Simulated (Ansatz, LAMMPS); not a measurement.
# Which site? Ga in place of Al in amorphous Al2O3 (155 atoms), part 3 of 3

At which site of amorphous Al2O3 (155 atoms) does Ga in place of Al cost least, and what about the site decides it?

Ansatz 0.2.0; Kohn-Sham DFT, RPBE, PAW (set soft_2), plane waves.

The cell: 62 Al and 93 O. The quench rate of 20 K/ps is many orders above laboratory rates. The starting topology of bonds comes from the classical model. Only the Γ point is sampled, in a cell whose shortest periodic width is 12 Å.

So far. Step 9 (Ga on a site of Al, site Al5): The relaxation converged after 6 steps, 0.265 eV below its start, with a largest force component of 0.029 eV/Å.

## Step 10: Ga on a site of Al, site Al55

The site has 4 bonded neighbours (O4) at 1.75 Å on average. 

File input.yaml:

```yaml
crystal:
  lattice:
    - [11.8191, 0.0, 0.0]
    - [0.0, 11.8191, 0.0]
    - [0.0, 0.0, 11.8191]
  atoms:
    [... atom lines 1 to 51 left out ...]
    - { symbol: Al, position: [0.47637, 0.20601, 0.23265] }
    - { symbol: Al, position: [0.17597, 0.63025, 0.12498] }
    - { symbol: Al, position: [0.71678, 0.76716, 0.33588] }
    - { symbol: Ga, position: [0.10141, 0.07773, 0.37035], spin: 0.6 }
    - { symbol: Al, position: [0.29468, 0.6186, 0.39058] }
    - { symbol: Al, position: [0.30888, 0.49595, 0.98135] }
    - { symbol: Al, position: [0.21652, 0.1263, 0.15809] }
    [... atom lines 59 to 155 left out ...]
magnetization:
  spin_polarized: true
kpoints:
  mp_grid: { grid: [1, 1, 1] }
hamiltonian:
  xc: rpbe
scf:
  occupations: { method: fermi_dirac, width: 0.025 }
  lower_state_search: "off"
output:
  forces: true
  eigenvalues: true
relax:
  f_tol: 0.05
  max_steps: 90
```

Started as:

```
> ansatz run input.yaml --threads 4 --pin off --max-ram 8192MiB --backend cpu --events-out ev --progress --plain --runs-dir out
```

Numbers of over 12 decimals in the logs are rounded to 6 here.

Log:

```text
[...]
Crystal: 155 atoms, lattice volume = 1651.023 Å³
Basis set: ecut = 420 eV, 32423 PW (Γ), exchange–correlation on 160×160×160 points (8 copies of the dense FFT grid, shifted against one another)
Bands: 534, of which v1, the nominal top of the filled ones, is band 377 counted from 1 (376 counted from 0)
Symmetry: 1 space group operations
[...]
k-points: 1
[...]
Starting moments: Σ|m| = 3 μB on 5 of 155 sites
[...]
SCF iter   1: F=—  HF=-89968.696988 eV  |F-HF|=—  |Δ(HF+E_count)|=         —  Δρ=6.77e-2 (↑6.26e-2 ↓6.77e-2)  dr2=2.83e2  dr2_m=1.81e0  M=0.000 μB ∫|m|=0.419 μB  β_m=0.30  ethr=3.10e-3  ⟨swp⟩=6.0  Hψ=4586  notcnv=0  defer=98
[...]
SCF iter   3: F=—  HF=-89892.837377 eV  |F-HF|=—  |Δ(HF+E_count)|=    1.38e1  Δρ=1.80e-2 (↑1.75e-2 ↓1.80e-2)  dr2=1.01e1  dr2_m=4.75e-1  M=0.000 μB ∫|m|=0.278 μB  β_m=0.30  ethr=3.10e-3  ⟨swp⟩=3.0  Hψ=1548  notcnv=0  defer=300
[...]
SCF iter   7: F=—  HF=-89893.480755 eV  |F-HF|=—  |Δ(HF+E_count)|=   5.82e-2  Δρ=1.63e-3 (↑1.55e-3 ↓1.63e-3)  dr2=3.35e-3  dr2_m=3.76e-2  M=0.000 μB ∫|m|=0.110 μB  β_m=0.30  ethr=3.45e-6  ⟨swp⟩=2.0  Hψ=1836  notcnv=0  defer=300
[...]
SCF iter  11: F=-89893.498875 eV  HF=-89893.498864 eV  |F-HF|=1.09e-5  |Δ(HF+E_count)|=   8.40e-5  Δρ=1.33e-5 (↑1.33e-5 ↓1.20e-5)  dr2=1.09e-5  dr2_m=2.55e-7  M=0.000 μB ∫|m|=0.001 μB  ethr=8.29e-9  ⟨swp⟩=17.5  Hψ=6252  notcnv=0
[...]
SCF 1 converged in 11 iterations: F = -89893.498875 eV  dr2 = 1.09e-5
[...]
relax step   1: F+E_penalty+E_count = -89893.49887511 eV  Δ(F+E_penalty+E_count) = +0.000e0 eV  max|allowed force component| = 2.305e0 eV/Å  Δτ_max = 0.0000 Å  (11 SCF iters, dr2 threshold 6.25e-5 eV, accepted)
[... from here on, the SCF cycles and remarks between the steps are left out ...]
relax step   2: F+E_penalty+E_count = -89893.75933837 eV  Δ(F+E_penalty+E_count) = -2.605e-1 eV  max|allowed force component| = 1.013e0 eV/Å  Δτ_max = 0.0464 Å  (5 SCF iters, dr2 threshold 1.00e-4 eV, accepted)
relax step   3: F+E_penalty+E_count = -89893.84820264 eV  Δ(F+E_penalty+E_count) = -8.886e-2 eV  max|allowed force component| = 1.804e-1 eV/Å  Δτ_max = 0.0462 Å  (5 SCF iters, dr2 threshold 6.42e-5 eV, accepted)
relax step   4: F+E_penalty+E_count = -89893.56716942 eV  Δ(F+E_penalty+E_count) = +2.810e-1 eV  max|allowed force component| = 1.028e0 eV/Å  Δτ_max = 0.2000 Å  (10 SCF iters, rejected (line search))
relax step   5: F+E_penalty+E_count = -89893.87132049 eV  Δ(F+E_penalty+E_count) = -2.312e-2 eV  max|allowed force component| = 5.797e-2 eV/Å  Δτ_max = 0.0526 Å  (10 SCF iters, accepted)
relax step   6: F+E_penalty+E_count = -89893.86558303 eV  Δ(F+E_penalty+E_count) = +5.737e-3 eV  max|allowed force component| = 1.288e-1 eV/Å  Δτ_max = 0.0495 Å  (8 SCF iters, rejected (line search))
relax step   7: F+E_penalty+E_count = -89893.87376227 eV  Δ(F+E_penalty+E_count) = -2.442e-3 eV  max|allowed force component| = 7.510e-2 eV/Å  Δτ_max = 0.0224 Å  (8 SCF iters, accepted)
relax step   8: F+E_penalty+E_count = -89893.87715066 eV  Δ(F+E_penalty+E_count) = -3.388e-3 eV  max|allowed force component| = 2.954e-2 eV/Å  Δτ_max = 0.0229 Å  (8 SCF iters, accepted)
SCF converged after 8 iterations
Magnetization: 0.0000 μB (377.0000 up, 377.0000 down)
Absolute magnetization: 0.0000 μB (∫|ρ↑−ρ↓|, with the PAW one-centre terms)
[...]
Per-site moments (μB) at R_I (Å): [(-9.290585465349688e-10, 0.742677), (-6.229732125636102e-11, 0.730794), (1.183085853716566e-10, 0.714740), (4.1371544525683686e-10, 0.740560), (2.505052792854259e-10, [...]
Free energy (F): -89893.877151 eV
[...]
Internal energy: -89893.877151 eV  (E = F + TS)
E sigma→0 (E₀):  -89893.877151 eV
Fermi energy:    7.727846 eV
[...]
Σ components = -89893.877151   (vs F -89893.877151, Δ=0.00e0)
--- Forces (eV/Å), atoms counted from 1 ---
  atom   1  Al     0.01493578    -0.00432972     0.00035401
  atom   2  Al    -0.01588095    -0.00389497     0.00568705
  atom   3  Al    -0.00776199     0.00140873    -0.00250883
  atom   4  Al     0.01010947     0.00586956     0.00310406
[...]
atom 155  O     -0.00329954    -0.00253973    -0.00537542
  max |Σ_I F_I| component: 2.50e-4 eV/Å
--- Band table (eV) ---
[...]
--- Relaxed structure (8 steps of the walk, 6 accepted, 0 SCFs on fresh bases) ---
  F+E_penalty+E_count = -89893.87715066 eV   max|allowed force component| = 2.954e-2 eV/Å
  atoms:
    - { symbol: Al, position: [0.682996, 0.312668, 0.471788] }
    - { symbol: Al, position: [0.212749, 0.262025, 0.515547] }
    - { symbol: Al, position: [0.157458, 0.377106, 0.197188] }
    - { symbol: Al, position: [0.037707, 0.695063, 0.434290] }
[...]
- { symbol: O, position: [0.943321, 0.889617, 0.160464] }
```

The job ended after 3.8 min (4 threads of Intel Xeon 6975P-C (Granite Rapids), shared host; peak memory 4.4 GiB).

The relaxation converged after 8 steps, 0.378 eV below its start, with a largest force component of 0.030 eV/Å.

## Step 11: The sites compared

All these cells hold the same atoms, so their energies can be compared with no chemical potential.

```tsv
site	neighbours	mean distance (Å)	atoms within 6 Å	energy over the best site (eV)	before relaxation (eV)	gain on relaxing (eV)
Al49	O4	1.80	85	0.00	0.00	0.32
Al15	O4	1.80	88	0.10	0.07	0.29
Al6	O6	1.99	79	0.14	0.08	0.26
Al37	O4	1.79	83	0.19	0.18	0.31
Al5	O5	1.88	84	0.20	0.15	0.27
Al55	O4	1.75	79	0.36	0.42	0.38
```

Neighbours are those of the relaxed host within 2.43 Å (O-Al); other pairs aren't counted.

## Step 12: Outcome

The cheapest site is Al49 (4 neighbours, O4); the dearest, Al55 (4 neighbours, O4), costs 0.36 eV more. By coordination the energies over the best site are 0.00 to 0.36 eV with 4 neighbours, 0.20 eV with 5 neighbours and 0.14 eV with 6 neighbours. Relaxation gains 0.26 to 0.38 eV and leaves the best site the same.

**Limits.** Defects are neutral and interact with their images. The reference ran with fixed occupations, but 6 of the 6 defect cells with fermi-dirac smearing of 0.025 eV, spin polarised. In a disordered cell the relaxation can also rearrange atoms far from the site. In the spin-polarised runs the search for a state of lower energy was switched off. Only 6 of the 62 Al sites were tried; unless symmetry makes the others alike to these, a cheaper one may exist. The pressure of 5.7 GPa means that a free cell would grow at this level.

The DFT runs together took 20 min of wall time.

[Logs are printed without paths, hosts, clocks, repeated set-up lines and the standing remarks that a program may print on its own settings, such as how far it seeks lower states.]

[Hosts, paths, dates, database ids (printed as entryN), source tags and the programs' standing remarks are cut or masked in the printed files.]
